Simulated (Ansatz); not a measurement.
The system is Os.

```
Os
1.0
     2.73410    0.00000    0.00000
    -1.36705    2.36780    0.00000
     0.00000    0.00000    4.31970
Os
2
Direct
  0.66667 0.33333 0.75000
  0.33333 0.66667 0.25000
```

* Program: Ansatz 0.2.0
* Task: relaxation of cell and atoms
* Functional: BLYP
* Potentials or basis: all-electron LAPW, scalar-relativistic
* Basis error allowed: 0.001 eV/atom
* k mesh: 11 × 11 × 6
* Occupations: fermi-dirac, width 0.05 eV
* Spin: no spin polarisation

At the start: volume 13.98 Å³/atom.

Q: How do energy, volume and symmetry change on relaxing?

A: Over 5 steps the energy falls by 69.9 meV/atom and the volume is 14.91 Å³/atom (+6.6 %); space group P6_3/mmc (No. 194, to 0.05 Å).

The path:
```csv
step,energy change (eV),largest force (eV/Å),volume (Å³)
1,0.0000,0.0000,27.96
2,-0.1394,0.0000,29.93
3,-0.1399,0.0000,29.83
4,-0.1399,0.0000,29.82
5,-0.1399,0.0000,29.82
```

Final structure:
```
Os
1.0
     2.79578    0.00000    0.00000
    -1.39789    2.42122    0.00000
     0.00000    0.00000    4.40483
Os
2
Direct
  0.66667 0.33333 0.75000
  0.33333 0.66667 0.25000
```
